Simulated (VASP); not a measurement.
# Ni (Fm-3m) in VASP: a series of runs

Runs on Ni. Level: PBE. Tasks: band structure.

Everything below comes from runs of VASP 6.6.1. Logs are shortened: lines on timing, memory, paths and dates and some standing lists are left out, and cuts for length are marked.

**1. The structure**

It takes space group Fm-3m (No. 225, cubic). Conventional cell: a = 3.475 Å, b = 3.475 Å, c = 3.475 Å, α = 90.00°, β = 90.00°, γ = 90.00°. Around Ni (site symmetry m-3m) lie 12 Ni at 2.46 Å.

**2. Band structure, PBE, collinear spin, ferromagnetic start**

INCAR

```
  ALGO = Normal
  EDIFF = 1E-6
  ENCUT = 520
  GGA = PE
  ISIF = 2
  ISMEAR = -1
  ISPIN = 2
  LASPH = T
  LCHARG = F
  LMAXMIX = 4
  LORBIT = 11
  LREAL = F
  LWAVE = F
  MAGMOM = 1
  NELM = 150
  PREC = Accurate
  SIGMA = 0.05
```

KPOINTS

```
k-points
0
Gamma
  13 13 13
```

POSCAR

```
Ni
1.0
    0.0000000000      1.7375729330      1.7375729330
    1.7375729330      0.0000000000      1.7375729330
    1.7375729330      1.7375729330      0.0000000000
Ni
1
Direct
    0.0000000000      0.0000000000      0.0000000000
```

KPOINTS_OPT

```
path GXWKGLUWLK,UX
10
line-mode
reciprocal
 0.0000000000  0.0000000000  0.0000000000  G
 0.5000000000  0.0000000000  0.5000000000  X

 0.5000000000  0.0000000000  0.5000000000  X
 0.5000000000  0.2500000000  0.7500000000  W

 0.5000000000  0.2500000000  0.7500000000  W
 0.3750000000  0.3750000000  0.7500000000  K

 0.3750000000  0.3750000000  0.7500000000  K
 0.0000000000  0.0000000000  0.0000000000  G

 0.0000000000  0.0000000000  0.0000000000  G
 0.5000000000  0.5000000000  0.5000000000  L

 0.5000000000  0.5000000000  0.5000000000  L
 0.6250000000  0.2500000000  0.6250000000  U

 0.6250000000  0.2500000000  0.6250000000  U
 0.5000000000  0.2500000000  0.7500000000  W

 0.5000000000  0.2500000000  0.7500000000  W
 0.5000000000  0.5000000000  0.5000000000  L

 0.5000000000  0.5000000000  0.5000000000  L
 0.3750000000  0.3750000000  0.7500000000  K

 0.6250000000  0.2500000000  0.6250000000  U
 0.5000000000  0.0000000000  0.5000000000  X
```

Potentials or basis: VASP PAW PBE potentials, release 54 (Ni).

Run with:

```console
cat potpaw_PBE.54/Ni/POTCAR > POTCAR
mpirun -np 1 vasp_std > vasp.out
```

OUTCAR:

```text
EDIFF = 1E-6
   ENCUT = 520
   GGA = PE
   ISIF = 2
   ISMEAR = -1
   ISPIN = 2
   LASPH = T
   LORBIT = 11
   LREAL = F
   NELM = 150
   PREC = Accurate

 ion  position               nearest neighbor table
   1  0.000  0.000  0.000-

  LATTYP: Found a face centered cubic cell.
 ALAT       =     3.4751458660

  Lattice vectors:

 A1 = (   0.0000000000,   1.7375729330,   1.7375729330)
 A2 = (   1.7375729330,   0.0000000000,   1.7375729330)
 A3 = (   1.7375729330,   1.7375729330,   0.0000000000)

Analysis of symmetry for initial positions (statically):
=====================================================================
 Subroutine PRICEL returns:
 Original cell was already a primitive cell.

 Routine SETGRP: Setting up the symmetry group for a
 face centered cubic supercell.

 Subroutine GETGRP returns: Found 48 space group operations
 (whereof 48 operations were pure point group operations)
 out of a pool of 48 trial point group operations.

The static configuration has the point symmetry O_h .

Analysis of symmetry for dynamics (positions and initial velocities):
=====================================================================
 Subroutine PRICEL returns:
 Original cell was already a primitive cell.

 Routine SETGRP: Setting up the symmetry group for a
 face centered cubic supercell.

 Subroutine GETGRP returns: Found 48 space group operations
 (whereof 48 operations were pure point group operations)
 out of a pool of 48 trial point group operations.

The dynamic configuration has the point symmetry O_h .

Analysis of structural, dynamic, and magnetic symmetry:
=====================================================================
 Subroutine PRICEL returns:
 Original cell was already a primitive cell.

 Routine SETGRP: Setting up the symmetry group for a
 face centered cubic supercell.

 Subroutine GETGRP returns: Found 48 space group operations
 (whereof 48 operations were pure point group operations)
 out of a pool of 48 trial point group operations.

The overall configuration has the point symmetry O_h .

 Subroutine INISYM returns: Found 48 space group operations
 (whereof 48 operations are pure point group operations),
 and found     1 'primitive' translations

----------------------------------------------------------------------------------------

                                     Primitive cell

  volume of cell :      10.4920

  direct lattice vectors                    reciprocal lattice vectors
     0.000000000  1.737572933  1.737572933    -0.287757705  0.287757705  0.287757705
[... 119 lines left out ...]
   NGX =  9   NGY =  9   NGZ =  9

 number of electron      10.0000000 magnetization       1.0000000

 number of electron       9.9999998 magnetization       0.6225240

 Free energy of the ion-electron system (eV)
  ---------------------------------------------------
  ext. energy  EPLUGINS =         0.00000000
  ---------------------------------------------------
  free energy    TOTEN  =        -5.47066888 eV

  energy without entropy =       -5.45795761  energy(sigma->0) =       -5.46431324

 E-fermi :   9.9024     XC(G=0): -13.4711

 val. band max:        9.9012166408   @ k =   0.3846   0.3846   0.0000
 cond. band min:       9.9210006815   @ k =  -0.3846   0.3077   0.0000
 fundamental gap:      0.0197840407
 Fermi energy:         9.9024392571

 spin component 1

 k-point     1 :       0.0000    0.0000    0.0000
  band No.  band energies     occupation
      1       0.6315      1.00000
      2       7.3751      1.00000
      3       7.3751      1.00000
      4       7.3751      1.00000
      5       8.6123      1.00000
      6       8.6123      1.00000
      7      33.9272      0.00000
      8      38.0769      0.00000
      9      38.0769      0.00000
     10      38.0769      0.00000
[... 287 lines left out ...]
 k-point    24 :       0.4615    0.1538    0.0000
  band No.  band energies     occupation
      1       5.2255      1.00000
      2       6.9546      1.00000
      3       7.3986      1.00000
      4       7.8022      1.00000
      5       9.3347      0.99999
      6      10.7736      0.00000
      7      18.0552      0.00000
      8      29.0982      0.00000
      9      30.8746      0.00000
     10      33.0370      0.00000

 [... further k-points ...]

 spin component 2

 k-point     1 :       0.0000    0.0000    0.0000
  band No.  band energies     occupation
      1       0.6045      1.00000
      2       8.1208      1.00000
      3       8.1208      1.00000
      4       8.1208      1.00000
      5       9.1932      1.00000
      6       9.1932      1.00000
      7      33.7807      0.00000
      8      38.0584      0.00000
      9      38.0584      0.00000
     10      38.0584      0.00000
[... 287 lines left out ...]
 k-point    24 :       0.4615    0.1538    0.0000
  band No.  band energies     occupation
      1       5.5888      1.00000
      2       7.3740      1.00000
      3       7.9935      1.00000
      4       8.4332      1.00000
      5      10.0804      0.02769
      6      11.2370      0.00000
      7      18.3259      0.00000
      8      29.1316      0.00000
      9      30.9549      0.00000
     10      33.0941      0.00000

 [... further k-points ...]

------------------------ aborting loop because EDIFF is reached ----------------------------------------

  FORCE on cell =-STRESS in cart. coord.  units (eV):
  Direction    XX          YY          ZZ          XY          YZ          ZX
  --------------------------------------------------------------------------------------
  -------------------------------------------------------------------------------------
  Total        0.5206538      0.5206538      0.5206538      0.0000000      0.0000000      0.0000000
  in kB       79.5061016     79.5061016     79.5061016      0.0000000      0.0000000      0.0000000
  external PRESSURE =      79.5061016 kB  Pullay stress =       0.0000000 kB

 VOLUME and BASIS-vectors are now :
 -----------------------------------------------------------------------------
  energy-cutoff  :      520.00
  volume of cell :       10.49
      direct lattice vectors                 reciprocal lattice vectors
     0.000000000  1.737572933  1.737572933    -0.287757705  0.287757705  0.287757705
     1.737572933  0.000000000  1.737572933     0.287757705 -0.287757705  0.287757705
     1.737572933  1.737572933  0.000000000     0.287757705  0.287757705 -0.287757705

 POSITION                                       TOTAL-FORCE (eV/Angst)
 -----------------------------------------------------------------------------------
      0.00000      0.00000      0.00000         0.000000      0.000000      0.000000
 -----------------------------------------------------------------------------------
    total drift:                                0.000000     -0.000000     -0.000000

  FREE ENERGIE OF THE ION-ELECTRON SYSTEM (eV)
  ---------------------------------------------------
  free  energy   TOTEN  =        -5.4706688805 eV

  energy  without entropy=       -5.4579576058  energy(sigma->0) =       -5.46431324

 total charge

# of ion       s       p       d       tot
------------------------------------------
    1        0.513   0.531   8.332   9.377

 magnetization (x)

# of ion       s       p       d       tot
------------------------------------------
    1       -0.006  -0.024   0.660   0.631
```

OSZICAR:

```text
N       E                     dE             d eps       ncg     rms          rms(c)
DAV:   1     0.256532244571E+02    0.25653E+02   -0.47380E+03  3506   0.129E+03
DAV:   2    -0.578614200638E+01   -0.31439E+02   -0.29820E+02  3410   0.168E+02
DAV:   3    -0.647957722260E+01   -0.69344E+00   -0.69129E+00  3784   0.304E+01
[... 18 lines left out ...]
DAV:   8     0.636386114332E+04   -0.25562E-06     2156
       N       E                     dE             ncg
DAV:   1     0.350390361881E+05   -0.80419E+04      648
DAV:   2     0.344760834676E+05   -0.56295E+03      654
DAV:   3     0.344646956120E+05   -0.11388E+02      658
DAV:   4     0.344646058834E+05   -0.89729E-01      692
DAV:   5     0.344646036249E+05   -0.22585E-02      696
DAV:   6     0.344646035326E+05   -0.92329E-04      770
DAV:   7     0.344646035305E+05   -0.20475E-05      508
DAV:   8     0.344646035305E+05   -0.75881E-07      324
```

stdout:

```text
POSCAR found type information on POSCAR Ni
 POSCAR found :  1 types and       1 ions
 scaLAPACK will be used
 LDA part: xc-table for (Slater+PW92), standard interpolation
 POSCAR, INCAR and KPOINTS ok, starting setup
 FFT: planning ... GRIDC
 FFT: planning ... GRID_SOFT
 FFT: planning ... GRID
 WAVECAR not read
 entering main loop
 Start KPOINTS_OPT (optional k-point list driver)
k-point batch [1-84\100]
k-point batch [85-100\100]
```

It took 17 s on 1 thread of Intel Xeon Platinum 8488C (Sapphire Rapids), shared host; peak memory 0.14 GiB.

Results:

* Free energy: -5.4707 eV
* Pressure: 8.0 GPa
* Band gap along the path: none (metal or under the smearing width)
* Net moment: 0.62 μB per cell
* Site moments: Ni +0.63 μB
* Valence electrons inside the program's atomic spheres: Ni 9.38

Levels at the corners of the path, in eV from the Fermi level:
Spin up:
```tsv
point	band 3	band 4	band 5	band 6	band 7	band 8
Γ	-2.53	-2.53	-1.29	-1.29	24.02	28.17
X	-0.54	-0.45	-0.45	2.46	9.54	15.16
X	-0.54	-0.45	-0.45	2.46	9.54	15.16
W	-3.20	-1.36	-0.45	7.94	7.94	10.21
W	-3.20	-1.36	-0.45	7.94	7.94	10.21
K	-2.19	-1.12	-0.72	5.87	7.48	10.29
K	-2.19	-1.12	-0.72	5.87	7.48	10.29
Γ	-2.53	-2.53	-1.29	-1.29	24.02	28.17
Γ	-2.53	-2.53	-1.29	-1.29	24.02	28.17
L	-2.51	-0.59	-0.59	-0.37	5.92	22.50
L	-2.51	-0.59	-0.59	-0.37	5.92	22.50
U	-2.19	-1.12	-0.72	5.87	7.48	10.29
U	-2.19	-1.12	-0.72	5.87	7.48	10.29
W	-3.20	-1.36	-0.45	7.94	7.94	10.21
W	-3.20	-1.36	-0.45	7.94	7.94	10.21
L	-2.51	-0.59	-0.59	-0.37	5.92	22.50
L	-2.51	-0.59	-0.59	-0.37	5.92	22.50
K	-2.19	-1.12	-0.72	5.87	7.48	10.29
U	-2.19	-1.12	-0.72	5.87	7.48	10.29
X	-0.54	-0.45	-0.45	2.46	9.54	15.16
```
Spin down:
| point | band 1 | band 2 | band 3 | band 4 | band 5 | band 6 | band 7 | band 8 |
| --- | --- | --- | --- | --- | --- | --- | --- | --- |
| Γ | -9.30 | -1.78 | -1.78 | -1.78 | -0.71 | -0.71 | 23.88 | 28.16 |
| X | -4.53 | -3.78 | 0.07 | 0.40 | 0.40 | 2.43 | 9.79 | 15.18 |
| X | -4.53 | -3.78 | 0.07 | 0.40 | 0.40 | 2.43 | 9.79 | 15.18 |
| W | -3.57 | -2.60 | -2.60 | -0.81 | 0.40 | 8.13 | 8.13 | 10.37 |
| W | -3.57 | -2.60 | -2.60 | -0.81 | 0.40 | 8.13 | 8.13 | 10.37 |
| K | -3.74 | -3.35 | -1.58 | -0.55 | 0.12 | 6.09 | 7.67 | 10.49 |
| K | -3.74 | -3.35 | -1.58 | -0.55 | 0.12 | 6.09 | 7.67 | 10.49 |
| Γ | -9.30 | -1.78 | -1.78 | -1.78 | -0.71 | -0.71 | 23.88 | 28.16 |
| Γ | -9.30 | -1.78 | -1.78 | -1.78 | -0.71 | -0.71 | 23.88 | 28.16 |
| L | -4.61 | -1.90 | -1.90 | -0.42 | 0.16 | 0.16 | 6.35 | 22.36 |
| L | -4.61 | -1.90 | -1.90 | -0.42 | 0.16 | 0.16 | 6.35 | 22.36 |
| U | -3.74 | -3.35 | -1.58 | -0.55 | 0.12 | 6.09 | 7.67 | 10.49 |
| U | -3.74 | -3.35 | -1.58 | -0.55 | 0.12 | 6.09 | 7.67 | 10.49 |
| W | -3.57 | -2.60 | -2.60 | -0.81 | 0.40 | 8.13 | 8.13 | 10.37 |
| W | -3.57 | -2.60 | -2.60 | -0.81 | 0.40 | 8.13 | 8.13 | 10.37 |
| L | -4.61 | -1.90 | -1.90 | -0.42 | 0.16 | 0.16 | 6.35 | 22.36 |
| L | -4.61 | -1.90 | -1.90 | -0.42 | 0.16 | 0.16 | 6.35 | 22.36 |
| K | -3.74 | -3.35 | -1.58 | -0.55 | 0.12 | 6.09 | 7.67 | 10.49 |
| U | -3.74 | -3.35 | -1.58 | -0.55 | 0.12 | 6.09 | 7.67 | 10.49 |
| X | -4.53 | -3.78 | 0.07 | 0.40 | 0.40 | 2.43 | 9.79 | 15.18 |

**3. Band structure, PBE, collinear spin, ferromagnetic start**

POSCAR is that of step 2.

INCAR.step1

```
PREC = Accurate ; ENCUT = 500
EDIFF = 1E-7 ; ISMEAR = -1
SIGMA = 0.05 ; LREAL = False
LASPH = True ; NELM = 150
ALGO = Normal ; ISIF = 2
LWAVE = False ; LCHARG = True
ISPIN = 2 ; MAGMOM = 1
LORBIT = 11 ; LMAXMIX = 4
GGA = PE ; NBANDS = 15
```

KPOINTS.step1

```
regular mesh
0
Gamma
  13 13 13
```

INCAR.step2

```
PREC = Accurate ; ENCUT = 500
EDIFF = 1E-7 ; ISMEAR = 0
SIGMA = 0.05 ; LREAL = False
LASPH = True ; NELM = 150
ALGO = Normal ; ISIF = 2
LWAVE = False ; LCHARG = False
ISPIN = 2 ; MAGMOM = 1
LORBIT = 11 ; LMAXMIX = 4
GGA = PE ; NBANDS = 15
ICHARG = 11
```

KPOINTS.step2

```
path GXWKGLUWLK,UX
15
line-mode
reciprocal
 0.0000000000  0.0000000000  0.0000000000  G
 0.5000000000  0.0000000000  0.5000000000  X

 0.5000000000  0.0000000000  0.5000000000  X
 0.5000000000  0.2500000000  0.7500000000  W

 0.5000000000  0.2500000000  0.7500000000  W
 0.3750000000  0.3750000000  0.7500000000  K

 0.3750000000  0.3750000000  0.7500000000  K
 0.0000000000  0.0000000000  0.0000000000  G

 0.0000000000  0.0000000000  0.0000000000  G
 0.5000000000  0.5000000000  0.5000000000  L

 0.5000000000  0.5000000000  0.5000000000  L
 0.6250000000  0.2500000000  0.6250000000  U

 0.6250000000  0.2500000000  0.6250000000  U
 0.5000000000  0.2500000000  0.7500000000  W

 0.5000000000  0.2500000000  0.7500000000  W
 0.5000000000  0.5000000000  0.5000000000  L

 0.5000000000  0.5000000000  0.5000000000  L
 0.3750000000  0.3750000000  0.7500000000  K

 0.6250000000  0.2500000000  0.6250000000  U
 0.5000000000  0.0000000000  0.5000000000  X
```

Potentials or basis: VASP PAW PBE potentials, release 54 (Ni).

Run with:

```console
cat potpaw_PBE.54/Ni/POTCAR > POTCAR
cp INCAR.step1 INCAR
cp KPOINTS.step1 KPOINTS
mpirun -np 1 vasp_std > vasp.out
cp INCAR.step2 INCAR
cp KPOINTS.step2 KPOINTS
mpirun -np 1 vasp_std > vasp.out
```

It took 49 s on 1 thread of Intel Xeon Platinum 8488C (Sapphire Rapids), shared host; peak memory 0.14 GiB.

The run converged. Its results:

| Quantity | Value |
| --- | --- |
| Band gap along the path | none (metal or under the smearing width) |
| Net moment | 0.62 μB per cell |

Caveat: the log is that of the step along the path at fixed density, whose energy, stress, charges and moments have no meaning.

**4. Band structure, PBE, collinear spin, ferromagnetic start**

INCAR

```
SYSTEM = Ni
ALGO = Normal
EDIFF = 1E-6
ENCUT = 500
GGA = PE
ISIF = 2
ISMEAR = -1
ISPIN = 2
LASPH = .True.
LCHARG = .False.
LMAXMIX = 4
LORBIT = 11
LREAL = .False.
LWAVE = .False.
MAGMOM = 1
NBANDS = 15
NELM = 150
PREC = Accurate
SIGMA = 0.05
```

KPOINTS

```
k-points
0
Gamma
  13 13 13
  0 0 0
```

POSCAR is that of step 3.

KPOINTS_OPT, as its differences from that of step 2:

```diff
@@ -1,3 +1,3 @@
 path GXWKGLUWLK,UX
-10
+20
 line-mode
```

Potentials or basis: VASP PAW PBE potentials, release 64 (Ni).

Run with:

```console
cat potpaw_PBE.64/Ni/POTCAR > POTCAR
mpirun -np 1 vasp_std > vasp.out
```

Wall time 44 s (1 thread of Intel Xeon Platinum 8488C (Sapphire Rapids), shared host); peak memory 0.15 GiB.

It converged, with:

```yaml
Free_energy: -5.4706 eV
Pressure: 8.0 GPa
Band_gap_along_the_path: none (metal or under the smearing width)
Net_moment: 0.62 μB per cell
Site_moments: Ni +0.63 μB
Valence_electrons_inside_the_program's_atomic_spheres: Ni 9.38
```

Levels at the corners of the path, in eV from the Fermi level:
Spin up:
```tsv
point	band 2	band 3	band 4	band 5	band 6	band 7	band 8	band 9
Γ	-2.53	-2.53	-2.53	-1.29	-1.29	24.02	28.17	28.17
X	-4.39	-0.54	-0.45	-0.45	2.46	9.55	15.16	15.16
X	-4.39	-0.54	-0.45	-0.45	2.46	9.55	15.16	15.16
W	-3.20	-3.20	-1.36	-0.45	7.94	7.94	10.21	11.51
W	-3.20	-3.20	-1.36	-0.45	7.94	7.94	10.21	11.51
K	-3.88	-2.19	-1.12	-0.72	5.87	7.48	10.29	17.57
K	-3.88	-2.19	-1.12	-0.72	5.87	7.48	10.29	17.57
Γ	-2.53	-2.53	-2.53	-1.29	-1.29	24.02	28.17	28.17
Γ	-2.53	-2.53	-2.53	-1.29	-1.29	24.02	28.17	28.17
L	-2.51	-2.51	-0.59	-0.59	-0.37	5.92	22.50	25.31
L	-2.51	-2.51	-0.59	-0.59	-0.37	5.92	22.50	25.31
U	-3.88	-2.19	-1.12	-0.72	5.87	7.48	10.29	17.57
U	-3.88	-2.19	-1.12	-0.72	5.87	7.48	10.29	17.57
W	-3.20	-3.20	-1.36	-0.45	7.94	7.94	10.21	11.51
W	-3.20	-3.20	-1.36	-0.45	7.94	7.94	10.21	11.51
L	-2.51	-2.51	-0.59	-0.59	-0.37	5.92	22.50	25.31
L	-2.51	-2.51	-0.59	-0.59	-0.37	5.92	22.50	25.31
K	-3.88	-2.19	-1.12	-0.72	5.87	7.48	10.29	17.57
U	-3.88	-2.19	-1.12	-0.72	5.87	7.48	10.29	17.57
X	-4.39	-0.54	-0.45	-0.45	2.46	9.55	15.16	15.16
```
Spin down:
```tsv
point	band 1	band 2	band 3	band 4	band 5	band 6	band 7	band 8
Γ	-9.30	-1.78	-1.78	-1.78	-0.71	-0.71	23.88	28.16
X	-4.53	-3.78	0.07	0.40	0.40	2.43	9.79	15.18
X	-4.53	-3.78	0.07	0.40	0.40	2.43	9.79	15.18
W	-3.57	-2.60	-2.60	-0.81	0.40	8.13	8.13	10.37
W	-3.57	-2.60	-2.60	-0.81	0.40	8.13	8.13	10.37
K	-3.74	-3.35	-1.58	-0.55	0.12	6.09	7.67	10.49
K	-3.74	-3.35	-1.58	-0.55	0.12	6.09	7.67	10.49
Γ	-9.30	-1.78	-1.78	-1.78	-0.71	-0.71	23.88	28.16
Γ	-9.30	-1.78	-1.78	-1.78	-0.71	-0.71	23.88	28.16
L	-4.61	-1.90	-1.90	-0.42	0.16	0.16	6.35	22.37
L	-4.61	-1.90	-1.90	-0.42	0.16	0.16	6.35	22.37
U	-3.74	-3.35	-1.58	-0.55	0.12	6.09	7.67	10.49
U	-3.74	-3.35	-1.58	-0.55	0.12	6.09	7.67	10.49
W	-3.57	-2.60	-2.60	-0.81	0.40	8.13	8.13	10.37
W	-3.57	-2.60	-2.60	-0.81	0.40	8.13	8.13	10.37
L	-4.61	-1.90	-1.90	-0.42	0.16	0.16	6.35	22.37
L	-4.61	-1.90	-1.90	-0.42	0.16	0.16	6.35	22.37
K	-3.74	-3.35	-1.58	-0.55	0.12	6.09	7.67	10.49
U	-3.74	-3.35	-1.58	-0.55	0.12	6.09	7.67	10.49
X	-4.53	-3.78	0.07	0.40	0.40	2.43	9.79	15.18
```

(Part 1 of 2 ends here.)
